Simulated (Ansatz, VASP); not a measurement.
Sr: VASP beside Ansatz

File INCAR:

```
PREC = Accurate
ENCUT = 520
EDIFF = 1E-7
ISMEAR = 0
SIGMA = 0.1
LREAL = False
LASPH = True
NELM = 100
ALGO = Normal
ISIF = 2
LWAVE = False
LCHARG = False
GGA = PE
NBANDS = 11
```

File KPOINTS:

```
regular mesh
0
Gamma
  12 12 12
```

File POSCAR:

```
Sr
1.0
    0.0000000000      3.1100742894      3.1100742894
    3.1100742894      0.0000000000      3.1100742894
    3.1100742894      3.1100742894      0.0000000000
Sr
1
Direct
    0.0000000000      0.0000000000      0.0000000000
```

Input for Ansatz:

```yaml
crystal:
  lattice:
    - [0.0, 3.1100742894, 3.1100742894]
    - [3.1100742894, 0.0, 3.1100742894]
    - [3.1100742894, 3.1100742894, 0.0]
  atoms:
    - { symbol: Sr, position: [0.0, 0.0, 0.0] }
basis:
  ecutwfc: 420
kpoints:
  mp_grid: { grid: [12, 12, 12] }
hamiltonian:
  xc: pbe
scf:
  occupations: { method: gaussian, width: 0.1 }
output:
  forces: true
  stress: true
  eigenvalues: true
```

Alike in both runs: task single point; functional PBE; k mesh 12 × 12 × 12; occupations gaussian, width 0.1 eV; no spin polarisation.

|  | VASP | Ansatz |
| --- | --- | --- |
| version | VASP 6.6.1 | Ansatz 0.2.0 |
| potentials or method | VASP PAW PBE potentials, release 64 (Sr_sv) | scalar-relativistic, plane waves, PAW |
| plane-wave cutoff (eV) | 520 | 420 |
| valence electrons in the cell | 10 | 10 |

```csv
,VASP,Ansatz,Ansatz less VASP
gap on the k mesh at the Fermi level (eV),none,none,-
pressure (GPa),-0.9,-0.9,0.00
```

A gap of «none» marks a metal or a gap that the smearing closes.
